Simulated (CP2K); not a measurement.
Crystal: Hf.

```
Hf
1.0
     3.13955    0.00000    0.00000
     1.56978    2.71893    0.00000
     1.56978    0.90631    2.56344
Hf
1
Direct
  0.00000 0.00000 0.00000
```

This isn't the form of Hf at room conditions, which is hcp.

Base run:

| Quantity | Value |
| --- | --- |
| Program | CP2K 2026.2 |
| Functional | PBE |
| Potentials or basis | POTENTIAL_UZH Hf GTH-PBE-q12; TZVP-MOLOPT-PBE-GTH basis |
| Density cutoff | 6123 eV |
| k mesh | 10 × 10 × 10 |
| Occupations | gaussian, width 0.02 eV |
| Spin | no spin polarisation |

Its results: band gap on the k mesh none (metal or under the smearing width); pressure 3.0 GPa.

Problem. The run is repeated on the same cell with these changes: functional from PBE to PBEsol. What comes out?

Solution. Band gap on the k mesh none (metal or under the smearing width); pressure -0.9 GPa.

PBEsol binds more tightly than PBE, so the same cell stands under less pressure.

Caveats: the basis of atomic orbitals isn't converged, which shifts pressures, moduli and gaps; the potentials were made for another functional, which shifts forces and pressure (some runs).
